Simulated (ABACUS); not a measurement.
# LiCl under changes of volume

One of the cells (16.871 Å³/atom); the others are scaled copies at fixed shape and fractional positions:

```
CELL_PARAMETERS angstrom
0.00000 2.56477 2.56477
2.56477 0.00000 2.56477
2.56477 2.56477 0.00000
ATOMIC_POSITIONS crystal
Cl 0.50000 0.50000 0.50000
Li 0.00000 0.00000 0.00000
```

- Program: ABACUS 3.10.1
- Functional: PBE
- Potentials or basis: PseudoDojo NC SR 0.4.1 PBE standard
- Cutoff: 1361 eV
- Density cutoff: 5442 eV
- Basis: DZP LCAO (the cutoffs set its grid)
- k mesh: 9 × 9 × 9
- Occupations: fermi-dirac, width 0.05 eV
- Spin: no spin polarisation

```csv
volume (Å³/atom),energy over the lowest point (meV/atom),pressure (GPa),gap on the mesh (eV)
15.859,14.52,3.4,6.98
16.196,?,?,?
16.534,3.97,1.7,6.72
16.871,1.25,0.9,6.60
17.209,0.00,0.3,6.48
17.546,0.10,-0.3,6.37
17.883,1.39,-0.9,6.26
```

**Question.** What does the run at 16.196 Å³/atom give?

**Answer.** Energy over the lowest point 8.34 meV/atom; pressure 2.5 GPa; gap on the mesh 6.85 eV.

Worked out: A Birch-Murnaghan fit of order 3 (a polynomial in V^(-2/3)) to the other rows has its minimum at 17.35 Å³/atom with B0 = V·E''(V) = 31 GPa and B' = 4.3. It gives 8.34 meV/atom at 16.196 Å³/atom, against the run's 8.34, and -dE/dV = 2.5 GPa, against 2.5. A straight line through the other rows of the gap, of slope -5.99 eV per unit of ln V (its deformation potential), gives 6.85 eV, against the run's 6.85.

Energies are extrapolated to zero smearing.

Caveats: the atomic orbitals were generated for these runs and aren't a published set; an odd mesh through Γ misses points on the zone boundary, where band edges often lie; the basis of atomic orbitals isn't converged, which shifts pressures, moduli and gaps.
